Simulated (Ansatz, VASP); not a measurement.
GaP: 3 runs at one level of theory

```xyz
2
Lattice="0.0000 2.7252 2.7252 2.7252 0.0000 2.7252 2.7252 2.7252 0.0000" Properties=species:S:1:pos:R:3 pbc="T T T"
Ga    0.0000    0.0000    0.0000
P     4.0879    4.0879    4.0879
```

Alike in all runs: task band structure; functional PBEsol; k mesh 6 × 6 × 6; occupations fermi-dirac, width 0.05 eV; no spin polarisation; no spin-orbit coupling. Pressure is positive in compression and, in plane waves, holds the error of the finite cutoff, which Ansatz's Pulay term estimates and takes out. Gaps are the smaller of the mesh's and the band path's.

| program and potentials | plane-wave cutoff (eV) | notes | band gap (eV) | pressure (GPa) |
| --- | --- | --- | --- | --- |
| Ansatz, Ansatz PAW | 420 | potentials made for PBE, which Ansatz adapts in part; Pulay term of +0.04 GPa included | 1.46 | -0.53 |
| Ansatz, all-electron LAPW, scalar-relativistic | - | - | 1.46 | -0.54 |
| VASP, PBE PAW files Ga_d, P, 520 eV | 520 | potentials made for PBE | 1.47 | -0.60 |

The band gap spans 1.46 (Ansatz, Ansatz PAW) to 1.47 eV (VASP, PBE PAW files Ga_d, P, 520 eV), with all-electron results at 1.46. The pressure spans -0.60 (VASP, PBE PAW files Ga_d, P, 520 eV) to -0.53 GPa (Ansatz, Ansatz PAW), with all-electron results at -0.54. The paths' points differ, which is worth about 0.01 eV.

Differences between rows come from potentials, basis sets and numerical settings, since the functional is the same but for its coding. Runs on potential files found faulty are left out.
